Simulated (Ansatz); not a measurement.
InAs:

```
In As
1.0
     0.00000    3.01800    3.01800
     3.01800    0.00000    3.01800
     3.01800    3.01800    0.00000
In As
1 1
Direct
  0.00000 0.00000 0.00000
  0.75000 0.75000 0.75000
```

Base run:

| Property | Result |
| --- | --- |
| Program | Ansatz 0.2.0 |
| Functional | PBE |
| Potentials or basis | all-electron LAPW, scalar-relativistic |
| Cutoff | 249 eV |
| Density cutoff | 995 eV |
| Basis error allowed | 0.003 eV/atom |
| k mesh | 6 × 6 × 6 |
| Occupations | fermi-dirac, width 0.06 eV |
| Spin | no spin polarisation |

Its results: band gap on the k mesh none (metal or under the smearing width); pressure 4.4 GPa.

**Question.** The run is repeated on the same cell with these changes: k mesh from 6 × 6 × 6 to 3 × 3 × 3. What comes out?

**Answer.** Band gap on the k mesh none (metal or under the smearing width); pressure 6.1 GPa.

Caveats: some runs use coarse meshes; the k mesh is thin for a metal, which can move the energy by tens of meV per atom; this crystal is a semiconductor, whose small gap the functional closes, so the metal is an error of the method.

Not every run made on this cell is shown here.
